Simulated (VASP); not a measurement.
Set up this calculation in VASP 6.6.1, as the native input.

```
Task                   : single point
Functional             : PBE
Dispersion             : D3(BJ)
Potentials or basis    : VASP PAW PBE potentials, release 64 (O, H, C, N)
Cutoff                 : 520 eV
k mesh                 : 1 × 1 × 1
Occupations            : fermi-dirac, width 0.05 eV
Spin                   : no spin polarisation
Dipole correction      : no
Further INCAR settings : LREAL = Auto; ALGO = Normal; EDIFF = 1e-06; NBANDS = 39
```

The structure of H11C2NO4 lies in POSCAR:

```
H11C2NO4
1.0
    5.9154820000      0.0000000000      0.0000000000
    0.0000000000      5.9154820000      0.0000000000
    0.0000000000      0.0000000000      5.9154820000
O H C N
4 11 2 1
Direct
    0.8238212879      0.1829436722      1.0644948290
    0.6493131075      0.8420108454      0.3398708677
    0.5857003707      0.3091210488      0.6713400531
    0.1619648238      0.3609004304      0.3876607181
    0.7249620572      0.2266425627      0.9457724662
    0.7780092983      0.0384245950      1.1283780426
    0.5246909719      0.7613242674      0.2672309712
    0.7312168307      0.7272272995      0.4260007891
    0.4597765660      0.3827414233      0.5955389603
    0.6283849735      0.1767734227      0.5786341671
    0.0352633987      0.3420177764      0.2843893363
    0.2495316527      0.4379524779      0.2669435897
    0.0892065938      0.9316400591      0.6443261935
    0.0855889681      0.6397449946      0.6046844534
   -0.1337338192      0.7744592917      0.7853290738
    0.0370722115      0.7815254953      0.7241844367
    0.1878460622      0.7380125576      0.9097483519
    0.2922162556      0.6664883774      1.0593388671
```

The cell was built by a generator and needn't be a form met in nature.

The input as run:

INCAR

```
SYSTEM = H11C2NO4
ALGO = Normal ; EDIFF = 1E-6
ENCUT = 520 ; GGA = PE
ISIF = 2 ; ISMEAR = -1
IVDW = 12 ; LASPH = .True.
LCHARG = .True. ; LELF = .True.
LREAL = Auto ; LVHAR = .True.
LWAVE = .False. ; NBANDS = 39
NELM = 100 ; PREC = Accurate
SIGMA = 0.05
```

KPOINTS

```
k-points
0
Gamma
  1 1 1
  0 0 0
```

Potentials or basis: VASP PAW PBE potentials, release 64 (O, H, C, N).

Command:

```console
$ cat potpaw_PBE.64/O/POTCAR potpaw_PBE.64/H/POTCAR potpaw_PBE.64/C/POTCAR potpaw_PBE.64/N/POTCAR > POTCAR
$ mpirun -np 1 vasp_gam > vasp.out
```

Results of the run:

| Quantity | Value |
| --- | --- |
| Pressure | 0.7 GPa |
| Largest force | 2.451 eV/Å |
| Band gap on the k mesh | 4.79 eV, direct |
| Dispersion energy per atom | -0.036 eV |

Caveat: the standard files for N, O and F lose accuracy on very short bonds.

Wall time 34 s on 1 thread of Intel(R) Xeon(R) Platinum 8259CL CPU @ 2.50GHz (Skylake/Cascade Lake), on a shared host, peak memory 0.31 GiB.
